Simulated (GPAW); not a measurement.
## Does Mg15FeO16 (MgO32 Fe1) carry moments in GPAW?

Aim: find out whether Mg15FeO16 (MgO32 Fe1) carries moments when they start parallel, and what they gain.

Method: PBE; plane waves with GPAW's PAW setups, scalar-relativistic, in GPAW 26.7.0.

### Step 1. Starting point

The structure is tetragonal, space group P4/mmm (No. 123). The conventional cell has a = 8.424 Å, b = 8.424 Å, c = 4.212 Å, α = 90.00°, β = 90.00°, γ = 90.00°. Nearest to Fe lie 6 O at 2.11 Å. O has 5 Mg at 2.11 Å and 1 Fe at 2.11 Å nearest. Nearest to Mg lie 6 O at 2.11 Å. O has 6 Mg at 2.11 Å nearest. Nearest to O lie 4 Mg at 2.11 Å and 2 Fe at 2.11 Å. Nearest to Mg lie 6 O at 2.11 Å. substitutional dopants on the host's lattice, its constants typed without a cited source, atoms not relaxed. Farther neighbours and most contacts between anions are not listed.

The cell is a made-up one and need not be a known phase.

### Step 2. Start 1: ferro +

Parallel moments need no larger cell; this start tests for a ferromagnetic state only.

order1.py reads:

```python
import json
import numpy as np
from ase import Atoms
from ase.parallel import paropen, parprint
from gpaw import GPAW

atoms = Atoms(['Fe', 'O', 'Mg', 'O', 'Mg', 'O', 'Mg', 'O', 'Mg', 'O', 'Mg', 'O', 'Mg', 'O', 'Mg', 'O', 'Mg', 'O', 'Mg', 'O', 'Mg', 'O', 'Mg', 'O', 'Mg', 'O', 'Mg', 'O', 'Mg', 'O', 'Mg', 'O'],
    cell=[[8.424, 0.0, 0.0],
         [0.0, 8.424, 0.0],
         [0.0, 0.0, 4.212]],
    scaled_positions=[[0.0, 0.0, 0.0],
         [0.25, 0.0, 0.0],
         [0.0, 0.25, 0.5],
         [0.25, 0.25, 0.5],
         [0.25, 0.0, 0.5],
         [0.0, 0.0, 0.5],
         [0.25, 0.25, 0.0],
         [0.0, 0.25, 0.0],
         [0.0, 0.5, 0.0],
         [0.25, 0.5, 0.0],
         [0.0, 0.75, 0.5],
         [0.25, 0.75, 0.5],
         [0.25, 0.5, 0.5],
         [0.0, 0.5, 0.5],
         [0.25, 0.75, 0.0],
         [0.0, 0.75, 0.0],
         [0.5, 0.0, 0.0],
         [0.75, 0.0, 0.0],
         [0.5, 0.25, 0.5],
         [0.75, 0.25, 0.5],
         [0.75, 0.0, 0.5],
         [0.5, 0.0, 0.5],
         [0.75, 0.25, 0.0],
         [0.5, 0.25, 0.0],
         [0.5, 0.5, 0.0],
         [0.75, 0.5, 0.0],
         [0.5, 0.75, 0.5],
         [0.75, 0.75, 0.5],
         [0.75, 0.5, 0.5],
         [0.5, 0.5, 0.5],
         [0.75, 0.75, 0.0],
         [0.5, 0.75, 0.0]],
    pbc=True,
    magmoms=[4.0, 0.0, 0.0, 0.0, 0.0, 0.0, 0.0, 0.0, 0.0, 0.0, 0.0, 0.0, 0.0, 0.0, 0.0, 0.0, 0.0, 0.0, 0.0, 0.0, 0.0, 0.0, 0.0, 0.0, 0.0, 0.0, 0.0, 0.0, 0.0, 0.0, 0.0, 0.0])
atoms.calc = GPAW(mode={'name': 'pw', 'ecut': 600},
    xc='PBE',
    kpts={'size': (3, 3, 6), 'gamma': True},
    occupations={'name': 'fermi-dirac', 'width': 0.05},
    convergence={'density': 1e-05, 'energy': 1e-05},
    maxiter=200,
    mixer={'name': 'pulay', 'beta': 0.05, 'nmaxold': 6, 'weight': 50},
    symmetry={'tolerance': 1e-4},
    txt='order1.txt')
e = atoms.get_potential_energy(force_consistent=True)
res = {'free_energy': e, 'energy_sigma0': atoms.get_potential_energy(), 'fermi_energy': atoms.calc.get_fermi_level()}
res['moments'] = atoms.get_magnetic_moments().tolist()
res['total'] = atoms.get_magnetic_moment()
parprint('site moments (muB):', np.round(res['moments'], 3))
parprint(f"total moment: {res['total']:.3f} muB")
parprint(f'free energy: {e:.6f} eV')
atoms.calc.write('order1.gpw')
with paropen('results.json', 'w') as f:
    json.dump(res, f)
```

Launch:

```bash
> OMP_NUM_THREADS=1 mpirun -n 4 gpaw python order1.py > order1.log
```

Numbers of over 12 decimals in the logs are rounded to 6 here.

The program printed:

```text
site moments (muB): [ 3.439e+00  4.300e-02 -1.000e-03  0.000e+00 -1.000e-03  9.100e-02
 -0.000e+00  4.300e-02  6.000e-03  2.000e-03 -1.000e-03  0.000e+00
 -0.000e+00  3.000e-03 -0.000e+00  4.300e-02  6.000e-03  4.300e-02
 -0.000e+00  0.000e+00 -1.000e-03  3.000e-03 -0.000e+00  2.000e-03
  0.000e+00  2.000e-03 -0.000e+00  0.000e+00 -0.000e+00  0.000e+00
 -0.000e+00  2.000e-03]
total moment: 4.000 muB
free energy: -197.176642 eV

--- order1.txt ---
Input parameters:
  mode=PW(ecut=600),
  convergence={'density': 1e-05, 'energy': 1e-05},
  kpts=MonkhorstPack(size=(3, 3, 6), gamma=True),
  maxiter=200,
  mixer=Pulay(name='pulay', nmaxold=6, beta=0.05, weight=50, sigma=0.015, g_ss=None),
  occupations=Occupations(name='fermi-dirac', width=0.05),
  symmetry=Symmetry(tolerance=0.0001),
  xc=XC(name='PBE')

Diagonalizing LCAO Hamiltonian
Converting LCAO to pw mode
      .--------------------.
     /|                    |
    / |                    |
   /  |                    |
  /  Mg   O    Mg   O      |
 *  O .--Mg---O----Mg------.
 |Mg O O  Mg MgO  O Mg    /
 O  MgMg O O  Mg MgO     /
 | /                    /
 |/    Mg    O    Mg   /
 Fe---O----Mg----O----*

Atoms  # Å, Bohr magnetons
|    | symbol |        x |        y |        z |    initial magnetic moments |
|----|--------|----------|----------|----------|-----------------------------|
|  0 |     Fe | 0.000000 | 0.000000 | 0.000000 | ( 0.0000,  0.0000,  4.0000) |
|  1 |      O | 2.106000 | 0.000000 | 0.000000 | ( 0.0000,  0.0000,  0.0000) |
|  2 |     Mg | 0.000000 | 2.106000 | 2.106000 | ( 0.0000,  0.0000,  0.0000) |
|  3 |      O | 2.106000 | 2.106000 | 2.106000 | ( 0.0000,  0.0000,  0.0000) |
|  4 |     Mg | 2.106000 | 0.000000 | 2.106000 | ( 0.0000,  0.0000,  0.0000) |
|  5 |      O | 0.000000 | 0.000000 | 2.106000 | ( 0.0000,  0.0000,  0.0000) |
|  6 |     Mg | 2.106000 | 2.106000 | 0.000000 | ( 0.0000,  0.0000,  0.0000) |
|  7 |      O | 0.000000 | 2.106000 | 0.000000 | ( 0.0000,  0.0000,  0.0000) |
|  8 |     Mg | 0.000000 | 4.212000 | 0.000000 | ( 0.0000,  0.0000,  0.0000) |
|  9 |      O | 2.106000 | 4.212000 | 0.000000 | ( 0.0000,  0.0000,  0.0000) |
| 10 |     Mg | 0.000000 | 6.318000 | 2.106000 | ( 0.0000,  0.0000,  0.0000) |
| 11 |      O | 2.106000 | 6.318000 | 2.106000 | ( 0.0000,  0.0000,  0.0000) |
| 12 |     Mg | 2.106000 | 4.212000 | 2.106000 | ( 0.0000,  0.0000,  0.0000) |
| 13 |      O | 0.000000 | 4.212000 | 2.106000 | ( 0.0000,  0.0000,  0.0000) |
| 14 |     Mg | 2.106000 | 6.318000 | 0.000000 | ( 0.0000,  0.0000,  0.0000) |
| 15 |      O | 0.000000 | 6.318000 | 0.000000 | ( 0.0000,  0.0000,  0.0000) |
| 16 |     Mg | 4.212000 | 0.000000 | 0.000000 | ( 0.0000,  0.0000,  0.0000) |
| 17 |      O | 6.318000 | 0.000000 | 0.000000 | ( 0.0000,  0.0000,  0.0000) |
| 18 |     Mg | 4.212000 | 2.106000 | 2.106000 | ( 0.0000,  0.0000,  0.0000) |
| 19 |      O | 6.318000 | 2.106000 | 2.106000 | ( 0.0000,  0.0000,  0.0000) |
| 20 |     Mg | 6.318000 | 0.000000 | 2.106000 | ( 0.0000,  0.0000,  0.0000) |
| 21 |      O | 4.212000 | 0.000000 | 2.106000 | ( 0.0000,  0.0000,  0.0000) |
| 22 |     Mg | 6.318000 | 2.106000 | 0.000000 | ( 0.0000,  0.0000,  0.0000) |
| 23 |      O | 4.212000 | 2.106000 | 0.000000 | ( 0.0000,  0.0000,  0.0000) |
| 24 |     Mg | 4.212000 | 4.212000 | 0.000000 | ( 0.0000,  0.0000,  0.0000) |
| 25 |      O | 6.318000 | 4.212000 | 0.000000 | ( 0.0000,  0.0000,  0.0000) |
| 26 |     Mg | 4.212000 | 6.318000 | 2.106000 | ( 0.0000,  0.0000,  0.0000) |
| 27 |      O | 6.318000 | 6.318000 | 2.106000 | ( 0.0000,  0.0000,  0.0000) |
| 28 |     Mg | 6.318000 | 4.212000 | 2.106000 | ( 0.0000,  0.0000,  0.0000) |
| 29 |      O | 4.212000 | 4.212000 | 2.106000 | ( 0.0000,  0.0000,  0.0000) |
| 30 |     Mg | 6.318000 | 6.318000 | 0.000000 | ( 0.0000,  0.0000,  0.0000) |
| 31 |      O | 4.212000 | 6.318000 | 0.000000 | ( 0.0000,  0.0000,  0.0000) |

Unit cell  # Å
| periodic |        x |        y |        z |  lengths |    angles |
|----------|----------|----------|----------|----------|-----------|
|      yes | 8.424000 | 0.000000 | 0.000000 | 8.424000 | 90.000000 |
|      yes | 0.000000 | 8.424000 | 0.000000 | 8.424000 | 90.000000 |
|      yes | 0.000000 | 0.000000 | 4.212000 | 4.212000 | 90.000000 |

Number of symmetries: 16

BZ-sampling:
  Number of BZ points: 54
  Number of IBZ points: 12

  Monkhorst-Pack size: [3, 3, 6]
  Monkhorst-Pack shift: [0.0, 0.0, 0.083333]

K-points  # in reciprocal-cell coordinates
|     |                                coordinates |     weight |
|-----|--------------------------------------------|------------|
|   0 | (  0.00000000,   0.00000000,   0.00000000) | 0.01851852 |
|   1 | (  0.00000000,   0.00000000,   0.16666667) | 0.03703704 |
|   2 | (  0.00000000,   0.00000000,   0.33333333) | 0.03703704 |
|   3 | (  0.00000000,   0.00000000,   0.50000000) | 0.01851852 |
|   4 | (  0.33333333,   0.00000000,   0.00000000) | 0.07407407 |
|   5 | (  0.33333333,   0.00000000,   0.16666667) | 0.14814815 |
|   6 | (  0.33333333,   0.00000000,   0.33333333) | 0.14814815 |
|   7 | (  0.33333333,   0.00000000,   0.50000000) | 0.07407407 |
|   8 | (  0.33333333,   0.33333333,   0.00000000) | 0.07407407 |
|   9 | (  0.33333333,   0.33333333,   0.16666667) | 0.14814815 |
| ... |                                            |            |
|  11 | (  0.33333333,   0.33333333,   0.50000000) | 0.07407407 |

Plane wave coefficients: 10005
Cutoff: 600.0 eV

Spin-components: 2 (collinear spins)
Bands:           159
Projectors:      161
Spin-degeneracy: 1
Datatype:        complex128

Parallelization:
  kpt:    4
  domain: 1
  band:   1

Density:
  Valence electrons: 254.0
  Components: 2
  Grid points: [48 48 24]
  Charge: 0.0  # |e|

Potential:
  Grid points: [48 48 24]

species:
  Fe:
    name:    Iron
    Z:       26.0
    valence: 8
    core:    18
    charge:  0.0  # [|e|]
    compensation charges:
      type: gauss
      rc: 0.33  # [Å]
      lmax: 2
    cutoffs:
      filter: 2.06  # [Å]
      core: 2.67  # [Å]
    projectors
    | kind |    occ | energy [eV] | rcut [Å] |
    |------|--------|-------------|----------|
    |   4s |  2.000 |      -5.291 |    1.164 |
    |   4p |  0.000 |      -1.326 |    1.058 |
    |   3d |  6.000 |      -7.505 |    1.058 |
    |    s |        |      21.920 |    1.164 |
    |    p |        |      25.885 |    1.058 |
    |    d |        |      19.706 |    1.058 |

    Using partial waves for Fe as LCAO basis

  O:
    name:    Oxygen
    Z:       8.0
    valence: 6
    core:    2
    charge:  0.0  # [|e|]
    compensation charges:
      type: gauss
      rc: 0.21  # [Å]
      lmax: 2
    cutoffs:
      filter: 1.17  # [Å]
      core: 0.83  # [Å]
    projectors
    | kind |    occ | energy [eV] | rcut [Å] |
    |------|--------|-------------|----------|
    |   2s |  2.000 |     -23.961 |    0.688 |
    |   2p |  4.000 |      -9.029 |    0.598 |
    |    s |        |       3.251 |    0.688 |
    |    p |        |      18.182 |    0.598 |
    |    d |        |       0.000 |    0.619 |

    Using partial waves for O as LCAO basis

  Mg:
    name:    Magnesium
    Z:       12.0
    valence: 10
    core:    2
    charge:  0.0  # [|e|]
    compensation charges:
      type: gauss
      rc: 0.33  # [Å]
      lmax: 2
    cutoffs:
      filter: 1.86  # [Å]
      core: 0.54  # [Å]
    projectors
    | kind |    occ | energy [eV] | rcut [Å] |
    |------|--------|-------------|----------|
    |   2s |  2.000 |     -79.840 |    1.090 |
    |   3s |  2.000 |      -4.705 |    1.090 |
    |   2p |  6.000 |     -46.613 |    1.085 |
    |   3p |  0.000 |      -1.330 |    1.085 |
    |    d |        |       0.000 |    1.037 |

    Using partial waves for Mg as LCAO basis

Reference energy: -149017.764748  # eV

eigensolver:
  PPCG
  Converge bands: occupied
  niter=2

density mixing:
  Pulay-Mixer
  Linear mixing parameters: 0.05
  Old densities: 6
  Fourier metric: weight=50, sigma=0.015

occupation numbers:
  Fermi-Dirac:
    width: 0.0500  # eV

poisson solver:
  ecut: 4800.0  # eV

xc functional:
  name: PBE with 2 nearest neighbor stencil

convergence criteria:
- Maximum integral of absolute [dens]ity change: 1e-05 electrons / valence electron
- Maximum [total energy] change in last 3 cyles: 1e-05 eV / valence electron
- Maximum integral of absolute [eigenst]ate change: 4e-08 eV^2 / valence electron
maximum number of iterations: 200

SCF iterations
|iter     |      energy | eigst |  dens |  magmom |
|---------|-------------|-------|-------|---------|
|iter:   1|       0s | -216.650988 | +0.84 |       |  +4.0070|
|iter:   2|      29s | -211.439091 | -0.41 | -0.96 |  +4.0066|
|iter:   3|      59s | -197.243986 | +0.35 | -1.02 |  +4.0048|
|iter:   4|      88s | -197.442110 | -0.22 | -1.38 |  +4.0036|
|iter:   5|     117s | -197.163082 | -1.17 | -1.47 |  +4.0016|
|iter:   6|     147s | -197.161760 | -2.24 | -1.81 |  +4.0017|
|iter:   7|     176s | -197.265719 | -1.09 | -1.81 |  +4.0014|
|iter:   8|     205s | -197.164560 | -1.62 | -1.84 |  +4.0001|
|iter:   9|     234s | -197.166189 | -2.38 | -2.59 |  +4.0000|
|iter:  10|     264s | -197.166476c| -3.26 | -2.83 |  +4.0000|
|iter:  11|     293s | -197.167295c| -4.04 | -2.97 |  +4.0000|
|iter:  12|     322s | -197.169724 | -4.01 | -3.03 |  +4.0000|
|iter:  13|     352s | -197.169097c| -4.09 | -3.22 |  +4.0000|
|iter:  14|     382s | -197.169098c| -4.92 | -3.53 |  +4.0000|
|iter:  15|     411s | -197.169540c| -4.90 | -3.58 |  +4.0000|
|iter:  16|     440s | -197.169635c| -5.33 | -3.73 |  +4.0000|
|iter:  17|     470s | -197.169654c| -6.14 | -3.86 |  +4.0000|
|iter:  18|     499s | -197.169717c| -6.07 | -3.89 |  +4.0000|
|iter:  19|     529s | -197.169731c| -6.75 | -4.11 |  +4.0000|
|iter:  20|     558s | -197.169741c| -6.90 | -4.19 |  +4.0000|
|iter:  21|     587s | -197.169774c| -6.82 | -4.25 |  +4.0000|
|iter:  22|     617s | -197.169785c| -7.18 | -4.62 |  +4.0000|
|iter:  23|     646s | -197.169799c| -7.28 | -4.82 |  +4.0000|
|iter:  24|     661s | -197.169800c| -7.84c| -4.98 |  +4.0000|
|iter:  25|     675s | -197.169802c| -7.89c| -5.03c|  +4.0000|

Converged in 25 steps
Energy contributions relative to reference atoms: (reference = -149017.764748)

Energy contributions:
  Kinetic:         212.331587
  Coulomb:        -177.010560
  Zero:              1.798042
  External:          0.000000
  Xc:             -234.282032
  Entropy:          -0.013679
  Spinorbit:         0.000000
  ----------------------------
  Free energy:    -197.176642
  Extrapolated:   -197.169802

dipole moment: (-150.893457, -150.893457, -146.835514)  # |e|*Ang

Total magnetic moment: (0.000000, 0.000000, 3.999963)

Local magnetic moments
|        x |        y |         z |
|----------|----------|-----------|
| 0.000000 | 0.000000 |  3.439209 |  # Fe   0
| 0.000000 | 0.000000 |  0.042519 |  # O    1
| 0.000000 | 0.000000 | -0.000712 |  # Mg   2
| 0.000000 | 0.000000 |  0.000107 |  # O    3
| 0.000000 | 0.000000 | -0.000712 |  # Mg   4
| 0.000000 | 0.000000 |  0.090852 |  # O    5
| 0.000000 | 0.000000 | -0.000053 |  # Mg   6
| 0.000000 | 0.000000 |  0.042519 |  # O    7
| 0.000000 | 0.000000 |  0.006017 |  # Mg   8
| 0.000000 | 0.000000 |  0.001636 |  # O    9
| 0.000000 | 0.000000 | -0.000712 |  # Mg  10
| 0.000000 | 0.000000 |  0.000107 |  # O   11
| 0.000000 | 0.000000 | -0.000047 |  # Mg  12
| 0.000000 | 0.000000 |  0.002542 |  # O   13
| 0.000000 | 0.000000 | -0.000053 |  # Mg  14
| 0.000000 | 0.000000 |  0.042519 |  # O   15
[...]
| 0.000000 | 0.000000 | -0.000053 |  # Mg  22
| 0.000000 | 0.000000 |  0.001636 |  # O   23
| 0.000000 | 0.000000 |  0.000224 |  # Mg  24
| 0.000000 | 0.000000 |  0.001636 |  # O   25
| 0.000000 | 0.000000 | -0.000047 |  # Mg  26
| 0.000000 | 0.000000 |  0.000107 |  # O   27
| 0.000000 | 0.000000 | -0.000047 |  # Mg  28
| 0.000000 | 0.000000 |  0.000053 |  # O   29
| 0.000000 | 0.000000 | -0.000053 |  # Mg  30
| 0.000000 | 0.000000 |  0.001636 |  # O   31

Fermi level: 8.659
Eigenvalues  # (at kpt = [0.000, 0.000, 0.000])
| band index |      eig [eV] | occ [0-1] |      eig [eV] | occ [0-1] |
|------------|---------------|-----------|---------------|-----------|
|          0 |       -67.416 |     1.000 |       -67.413 |     1.000 |
|        ... |               |           |               |           |
|        120 |         4.347 |     1.000 |         4.370 |     1.000 |
|        121 |         4.962 |     1.000 |         5.002 |     1.000 |
|        122 |         4.962 |     1.000 |         5.002 |     1.000 |
|        123 |         4.974 |     1.000 |         5.006 |     1.000 |
|        124 |         5.460 |     1.000 |         8.334 |     0.998 |
|        125 |         5.798 |     1.000 |         8.334 |     0.998 |
|        126 |         5.798 |     1.000 |         8.888 |     0.010 |
|        127 |         6.195 |     1.000 |         9.769 |     0.000 |
|        128 |         7.087 |     1.000 |        10.010 |     0.000 |
|        129 |         9.704 |     0.000 |        10.150 |     0.000 |
|        130 |        12.992 |     0.000 |        13.112 |     0.000 |
|        131 |        13.086 |     0.000 |        13.112 |     0.000 |
|        132 |        13.086 |     0.000 |        13.191 |     0.000 |
|        133 |        13.180 |     0.000 |        13.293 |     0.000 |
|        134 |        14.366 |     0.000 |        14.432 |     0.000 |
|        ... |               |           |               |           |
|        158 |        18.083 |     0.000 |        17.397 |     0.000 |

No gap
No difference between direct/indirect transitions
```

It took 12 min on 4 MPI ranks of Arm Neoverse V1, shared host; peak memory 2.4 GiB.

Spin moment in the augmentation sphere by element, in μB:

| element | atoms | mean | spread (r.m.s.) | least | largest |
| --- | --- | --- | --- | --- | --- |
| Fe | 1 | 3.44 | 0.00 | 3.44 | 3.44 |
| O | 16 | 0.02 | 0.03 | 0.00 | 0.09 |
| Mg | 15 | 0.00 | 0.00 | 0.00 | 0.01 |

The atoms farthest from the mean of their element:

| atom | x, y, z (Å) | spin moment in the augmentation sphere (μB) |
| --- | --- | --- |
| O6 | 0.00, 0.00, 2.11 | 0.09 |
| O2 | 2.11, 0.00, 0.00 | 0.04 |
| O8 | 0.00, 2.11, 0.00 | 0.04 |
| O16 | 0.00, 6.32, 0.00 | 0.04 |
| O18 | 6.32, 0.00, 0.00 | 0.04 |
| O30 | 4.21, 4.21, 2.11 | 0.00 |
| O12 | 2.11, 6.32, 2.11 | 0.00 |
| O4 | 2.11, 2.11, 2.11 | 0.00 |

Read from the output:

| Item | Value |
| --- | --- |
| magnetization | 4.000 μB |
| final state | ferromagnetic |

After 25 cycles the largest moment stands at 3.44 μB.

(Part 1 of 2 ends here.)

[Logs and program files are shortened in this print: banners, set-up blocks, solver, clock and traceback lines can be left out without a mark of their own.]

[Logs are printed without paths, hosts, clocks, repeated set-up lines and the standing remarks that a program may print on its own settings, such as how far it seeks lower states.]

[Hosts, paths, dates, database ids (printed as entryN), source tags and the programs' standing remarks are cut or masked in the printed files.]

[Where a cell is said to come from a database of computed structures, the database is the Materials Project.]
